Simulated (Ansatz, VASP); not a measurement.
V: VASP beside Ansatz

The input INCAR:

```
SYSTEM = V
ALGO = Normal ; EDIFF = 1E-6
ENCUT = 520 ; GGA = RP
ISIF = 2 ; ISMEAR = -1
LASPH = .TRUE. ; LCHARG = .FALSE.
LREAL = .FALSE. ; LWAVE = .FALSE.
NBANDS = 20 ; NELM = 60
PREC = Accurate ; SIGMA = 0.1
```

The input KPOINTS:

```
k-points
0
G
  15 15 8
  0 0 0
```

POSCAR

```
V
1.0
    2.7403366544      0.0000000000      0.0000000000
   -1.3701683272      2.3732011576      0.0000000000
    0.0000000000      0.0000000000      4.8933569599
V
2
Direct
    0.3333333333      0.6666666667      0.2500000000
    0.6666666667      0.3333333333      0.7500000000
```

Input for Ansatz:

```yaml
crystal:
  lattice:
    - [2.7403366544, 0.0, 0.0]
    - [-1.3701683272, 2.3732011576, 0.0]
    - [0.0, 0.0, 4.8933569599]
  atoms:
    - { symbol: V, position: [0.3333333333, 0.6666666667, 0.25] }
    - { symbol: V, position: [0.6666666667, 0.3333333333, 0.75] }
hamiltonian:
  xc: rpbe
  pseudopotentials:
    kind: paw
    azcp:
      V: "pseudopotentials/V.paw.azcp"
basis:
  ecutwfc: 420
  fft_grid_basis: typed
kpoints:
  mp_grid: { grid: [15, 15, 8], shift: [0, 0, 0] }
magnetization:
  spin_polarized: false
scf:
  occupations: { method: fermi_dirac, width: 0.1 }
  lower_state_search: "off"
output:
  stress: true
```

Alike in both runs: task single point; functional RPBE; k mesh 15 × 15 × 8; occupations fermi-dirac, width 0.1 eV; no spin polarisation.

|  | VASP | Ansatz |
| --- | --- | --- |
| version | VASP 6.6.1 | Ansatz 0.2.0 |
| potentials or method | VASP PAW PBE potentials, release 64 (V_sv) | plane waves (420 eV) with PAW, scalar-relativistic |
| plane-wave cutoff (eV) | 520 | 420 |
| valence electrons in the cell | 26 | 26 |

|  | VASP | Ansatz | Ansatz less VASP |
| --- | --- | --- | --- |
| pressure (GPa) | -14.4 | -14.6 | -0.18 |
| largest component of the traceless stress (GPa) | 0.33 | 0.34 | +0.016 |

Caveats: the PAW data sets were made with another functional, which shifts forces and pressure a little (VASP).
